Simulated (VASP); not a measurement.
# Sb: single point with r2SCAN

The system is Sb.

```
Sb
1.0
     0.00000    2.37124    2.37124
     2.37124    0.00000    2.37124
     2.37124    2.37124    0.00000
Sb
1
Direct
  0.00000 0.00000 0.00000
```

This isn't the form of Sb at room conditions, which is rhombohedral.

```
Program             : VASP 6.6.1
Task                : single point
Functional          : r2SCAN
Potentials or basis : VASP PAW PBE potentials, release 64 (Sb)
Cutoff              : 900 eV
k mesh              : 17 × 17 × 17
Occupations         : methfessel-paxton, width 0.1 eV
Spin                : no spin polarisation
```

* Pressure: 1.3 GPa
* Band gap on the k mesh: none (metal or under the smearing width)

Levels at points of the mesh, in eV from the Fermi level:
```tsv
k point	band 1	band 2	band 3	band 4	band 5	band 6
(0.00, 0.00, 0.00)	-13.70	5.67	5.67	5.67	10.42	10.42
```

Wall time 2.8 min on 1 thread of Intel(R) Xeon(R) 6975P-C (Granite Rapids) (shared host), peak memory 0.27 GiB.

Caveat: the PAW data sets were made with another functional, which shifts forces and pressure a little. Spin-orbit coupling is left out, which matters for the levels of Sb.
